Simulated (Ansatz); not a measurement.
A run of Ansatz 0.2.0 is set up as follows.

Contents of input.yaml:

```yaml
crystal:
  lattice:
    - [-1.6, 1.6, 3.9305]
    - [1.6, -1.6, 3.9305]
    - [1.6, 1.6, -3.9305]
  atoms:
    - { symbol: Mo, position: [0.0, 0.0, 0.0] }
    - { symbol: Si, position: [0.667, 0.667, 0.0] }
    - { symbol: Si, position: [0.333, 0.333, 0.0] }
kpoints:
  mp_grid: { grid: [12, 12, 12] }
  band_path:
    path:
      - [0.0, 0.0, 0.0]
      - [0.0, 0.0, 0.5]
      - [-0.0828541695, 0.0828541695, 0.5]
      - [-0.2914270847, 0.2914270847, 0.2914270847]
      - [0.0, 0.0, 0.0]
      - [0.5, 0.5, -0.5]
      - [0.2914270847, 0.7085729153, -0.2914270847]
      - [0.0, 0.5, 0.0]
    npoints: 12
scf:
  occupations: { method: fermi_dirac, width: 0.05 }
hamiltonian:
  xc: pbesol
  pseudopotentials: { kind: all_electron, lapw: { basis_error: 0.002 } }
output:
  forces: true
  stress: true
  eigenvalues: true
```

Potentials or basis: all-electron LAPW, scalar-relativistic.

Run with:

```sh
$ ansatz run input.yaml --threads 2 --pin off --max-ram 8192MiB --backend cpu --events-out ev --progress --plain --runs-dir out
```

(1) Predict the largest force.

(2) Estimate the band gap along the path.

(3) Estimate the pressure.

Answers

(1) 0.326 eV/Å.

(2) none (metal or under the smearing width).

(3) -2.7 GPa.
